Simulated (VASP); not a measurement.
# Cu (Fm-3m) in VASP: a series of runs

Runs on Cu. Level: PBE. Tasks: single point.

Program: VASP 6.6.1. These are calculated values, not measurements. Logs are shortened: lines on timing, memory, paths and dates and some standing lists are left out, and cuts for length are marked.

## Step 1: Starting point

The structure is cubic, space group Fm-3m (No. 225). The conventional cell has a = 3.615 Å, b = 3.615 Å, c = 3.615 Å, α = 90.00°, β = 90.00°, γ = 90.00°. Cu (site symmetry m-3m) is surrounded by 12 Cu at 2.56 Å.

## Step 2: Single point, PBE

INCAR

```
SYSTEM = Cu
  PREC = Accurate
  ENCUT = 400
  EDIFF = 1E-7
  ISMEAR = 1
  SIGMA = 0.1
  LREAL = .False.
  LASPH = .True.
  NELM = 100
  ALGO = Normal
  ISIF = 2
  LWAVE = .False.
  LCHARG = .False.
  GGA = PE
  NBANDS = 12
  ADDGRID = .False.
```

KPOINTS

```
regular mesh
0
Gamma
  6 6 6
  0 0 0
```

POSCAR

```
Cu
1.0
   -0.0335610000      1.7894160000      1.7776830000
    1.7981850000     -0.0227470000      1.7668690000
    1.8176490000      1.7980650000     -0.0422110000
Cu
1
Direct
    0.0167750000     -0.0332640000      0.0016970000
```

Potentials or basis: VASP PAW PBE potentials, release 64 (Cu).

On the command line:

```console
cat potpaw_PBE.64/Cu/POTCAR > POTCAR
mpirun -np 1 vasp_std > vasp.out
```

OUTCAR:

```text
SYSTEM = Cu
   PREC = Accurate
   ENCUT = 400
   EDIFF = 1E-7
   ISMEAR = 1
   LREAL = .False.
   LASPH = .True.
   NELM = 100
   ISIF = 2
   GGA = PE

 Found    112 irreducible k-points:

 Following reciprocal coordinates:
            Coordinates               Weight
  0.000000  0.000000  0.000000      1.000000
  0.166667 -0.000000 -0.000000      2.000000
  0.333333 -0.000000 -0.000000      2.000000
  0.500000 -0.000000 -0.000000      1.000000
 -0.000000  0.166667 -0.000000      2.000000
  0.166667  0.166667 -0.000000      2.000000
   k-points           NKPTS =    112   k-points in BZ     NKDIM =    112   number of bands    NBANDS=     12
   number of dos      NEDOS =    301   number of ions     NIONS =      1
   total plane-waves  NPLWV =   4608
   dimension x,y,z NGX =    16 NGY =   16 NGZ =   18
   dimension x,y,z NGXF=    32 NGYF=   32 NGZF=   36
   ions per type =               1
   NGX,Y,Z   is equivalent  to a cutoff of  10.54, 10.55, 11.70 a.u.
   NGXF,Y,Z  is equivalent  to a cutoff of  21.09, 21.10, 23.41 a.u.
 SYSTEM =  Cu
   PREC   = accura    normal or accurate (medium, high low for compatibility)
   ISTART =      0    job   : 0-new  1-cont  2-samecut
   ICHARG =      2    charge: 1-file 2-atom 10-const
   ISPIN  =      1    spin polarized calculation?
   LNONCOLLINEAR =      F non collinear calculations
   LSORBIT =      F    spin-orbit coupling
   LASPH  =      T    aspherical Exc in radial PAW
   ENCUT  =  400.0 eV  29.40 Ry    5.42 a.u.   4.11  4.11  4.17*2*pi/ulx,y,z
   NELM   =    100;   NELMIN=  2; NELMDL= -5     # of ELM steps
   EDIFF  = 0.1E-06   stopping-criterion for ELM
   LREAL  =      F    real-space projection
   EDIFFG = 0.1E-05   stopping-criterion for IOM
   NSW    =      0    number of steps for IOM
   IBRION =     -1    ionic relax: 0-MD 1-quasi-New 2-CG
   NFREE  =      0    steps in history (QN), initial steepest desc. (CG)
   ISIF   =      2    stress and relaxation
   ISYM   =      2    0-nonsym 1-usesym 2-fastsym
   POTIM  = 0.5000    time-step for ionic-motion
   TEBEG  =    0.0;   TEEND  =   0.0 temperature during run
   PSTRESS=    0.0 pullay stress
   NELECT =      11.0000    total number of electrons
   NUPDOWN=      -1.0000    fix difference up-down
   EMIN   =  10.00;   EMAX   =-10.00  energy-range for DOS
   EFERMI =   0.00;   METHOD = LEGACY
   ISMEAR =     1;   SIGMA  =   0.10  broadening in eV -4-tet -1-fermi 0-gaus
   EFERMI_NEDOS =   21; number of points for ismear=-14 and -15
   IALGO  =     38    algorithm
   IMIX   =      4    mixing-type and parameters
     AMIX     =   0.40;   BMIX     =  1.00
     AMIX_MAG =   1.60;   BMIX_MAG =  1.00
  volume/ion in A,a.u.               =      11.81        79.70
  Fermi-wavevector in a.u.,A,eV,Ry     =   1.598763  3.021224 34.777082  2.556043
  Thomas-Fermi vector in A             =   2.696162
   LORBIT       =      0    0 simple, 1 ext, 2 COOP (PROOUT), +10 PAW based schemes
   GGA     = PE    functional components
   LHFCALC =     F    Hartree Fock is set to
   AEXX    =    0.0000 exact exchange contribution
   IVDW    =     0    specifies the selected vdW correction
   LEPSILON=     F    determine dielectric tensor
   LRPA    =     F    only Hartree local field effects (RPA)
 non-spin polarized calculation
 Methfessel and Paxton  Order N= 1 SIGMA  =   0.10
  energy-cutoff  :      400.00
  volume of cell :       11.81
 maximum number of plane-waves:       222
   NGX =  9   NGY =  9   NGZ =  9

 number of electron      10.9999997 magnetization

 Free energy of the ion-electron system (eV)
  ---------------------------------------------------
  ext. energy  EPLUGINS =         0.00000000
  ---------------------------------------------------
  free energy    TOTEN  =        -3.66414872 eV

  energy without entropy =       -3.66429435  energy(sigma->0) =       -3.66419726

 E-fermi :   7.5358     XC(G=0): -12.7261

 val. band max:        7.5124385149   @ k =   0.3333   0.1667   0.5000
 cond. band min:       7.5892387429   @ k =   0.1667   0.5000   0.3333
 fundamental gap:      0.0768002280
 Fermi energy:         7.5357997821

 k-point     1 :       0.0000    0.0000    0.0000
  band No.  band energies     occupation
      1      -1.7671      2.00000
      2       4.4690      2.00000
      3       4.5316      2.00000
      4       4.6612      2.00000
      5       5.3564      2.00000
      6       5.4201      2.00000
      7      30.0395      0.00000
      8      32.0965      0.00000
      9      32.6968      0.00000
     10      33.8701      0.00000
     11      34.6773      0.00000
     12      35.1676      0.00000

 k-point     2 :       0.1667   -0.0000   -0.0000
  band No.  band energies     occupation
      1      -0.7917      2.00000
      2       4.3515      2.00000
      3       4.6261      2.00000
      4       4.7701      2.00000
      5       5.3473      2.00000
      6       5.3943      2.00000
      7      23.9403      0.00000
      8      30.2793      0.00000
      9      31.1758      0.00000
     10      31.9680      0.00000
     11      36.8781      0.00000
     12      37.5833      0.00000

 k-point     3 :       0.3333   -0.0000   -0.0000
  band No.  band energies     occupation
      1       1.5624      2.00000
      2       4.5187      2.00000
      3       4.5722      2.00000
      4       4.7192      2.00000
      5       5.6655      2.00000
      6       5.6994      2.00000
      7      15.9971      0.00000
      8      29.2687      0.00000
      9      30.1006      0.00000
     10      30.4608      0.00000
     11      34.2272      0.00000
     12      34.6575      0.00000

 k-point     4 :       0.5000   -0.0000   -0.0000
  band No.  band energies     occupation
      1       2.4888      2.00000
      2       4.4497      2.00000
      3       4.6146      2.00000
      4       5.9019      2.00000
      5       5.9740      2.00000
      6       6.4978      2.00000
      7      11.2114      0.00000
      8      28.7098      0.00000
      9      29.7557      0.00000
     10      30.1229      0.00000
     11      32.6135      0.00000
     12      33.0587      0.00000

 k-point     5 :      -0.0000    0.1667   -0.0000
  band No.  band energies     occupation
      1      -0.7753      2.00000
      2       4.3807      2.00000
      3       4.5980      2.00000
      4       4.7935      2.00000
      5       5.3359      2.00000
      6       5.3781      2.00000
      7      24.2950      0.00000
      8      30.1090      0.00000
      9      30.7395      0.00000
     10      31.9961      0.00000
     11      36.7081      0.00000
     12      37.3812      0.00000

 k-point     6 :       0.1667    0.1667   -0.0000
  band No.  band energies     occupation
      1      -0.4346      2.00000
      2       4.2256      2.00000
      3       4.8191      2.00000
      4       4.8594      2.00000
      5       5.1105      2.00000
      6       5.5036      2.00000
      7      27.0238      0.00000
      8      27.1207      0.00000
      9      27.9405      0.00000
     10      29.5742      0.00000
     11      33.4981      0.00000
     12      40.2445      0.00000

 [... further k-points ...]

------------------------ aborting loop because EDIFF is reached ----------------------------------------

  FORCE on cell =-STRESS in cart. coord.  units (eV):
  Direction    XX          YY          ZZ          XY          YZ          ZX
  --------------------------------------------------------------------------------------
  -------------------------------------------------------------------------------------
  Total        0.2262124      0.2434391      0.1410108      0.0214653      0.0073159      0.0762167
  in kB       30.6875384     33.0244861     19.1292548      2.9119369      0.9924612     10.3394140
  external PRESSURE =      27.6137598 kB  Pullay stress =       0.0000000 kB

 VOLUME and BASIS-vectors are now :
 -----------------------------------------------------------------------------
  energy-cutoff  :      400.00
  volume of cell :       11.81
      direct lattice vectors                 reciprocal lattice vectors
    -0.033561000  1.789416000  1.777683000    -0.268914128  0.278352052  0.277263920
     1.798185000 -0.022747000  1.766869000     0.277037260 -0.273469598  0.280504747
     1.817649000  1.798065000 -0.042211000     0.271125354  0.275680674 -0.272381618

 POSITION                                       TOTAL-FORCE (eV/Angst)
 -----------------------------------------------------------------------------------
      1.74089      0.01108      1.73784         0.000000     -0.000000      0.000000
 -----------------------------------------------------------------------------------
    total drift:                                0.000061      0.000028      0.000045

  FREE ENERGIE OF THE ION-ELECTRON SYSTEM (eV)
  ---------------------------------------------------
  free  energy   TOTEN  =        -3.6641487182 eV

  energy  without entropy=       -3.6642943549  energy(sigma->0) =       -3.66419726
```

Wall time 5.5 s (1 thread of AMD EPYC 9R45 (Zen 5), shared host); peak memory 0.09 GiB.

These settings aren't checked as converged: the numbers below hold their error.

What came out:

- Free energy: -3.6641 eV
- Pressure: 2.8 GPa
- Band gap on the k mesh: none (metal or under the smearing width)

Caveat: the k mesh is coarse (spacing up to 0.50 Å⁻¹), so the values aren't converged.

## Step 3: Single point, PBE

Changes to INCAR since step 2:

```diff
@@ -2,3 +2,3 @@
   PREC = Accurate
-  ENCUT = 400
+  ENCUT = 460
   EDIFF = 1E-7
```

KPOINTS is that of step 2.

POSCAR

```
Cu
1.0
    0.0000000000      1.8075000000      1.8075000000
    1.8075000000      0.0000000000      1.8075000000
    1.8075000000      1.8075000000      0.0000000000
Cu
1
Direct
    0.0000000000      0.0000000000      0.0000000000
```

Potentials or basis: VASP PAW PBE potentials, release 64 (Cu).

On the command line:

```console
cat potpaw_PBE.64/Cu/POTCAR > POTCAR
mpirun -np 1 vasp_std > vasp.out
```

It took 1.9 s on 1 thread of AMD EPYC 9R45 (Zen 5), shared host; peak memory 0.09 GiB.

The run converged, but some of its settings lie outside the range that counts as converged, so its numbers aren't taken as properties of the crystal.

What came out:

```
Free energy            : -3.6620 eV
Pressure               : 2.9 GPa
Band gap on the k mesh : none (metal or under the smearing width)
```

Caveat: the k mesh is coarse (spacing up to 0.50 Å⁻¹), so the values aren't converged.
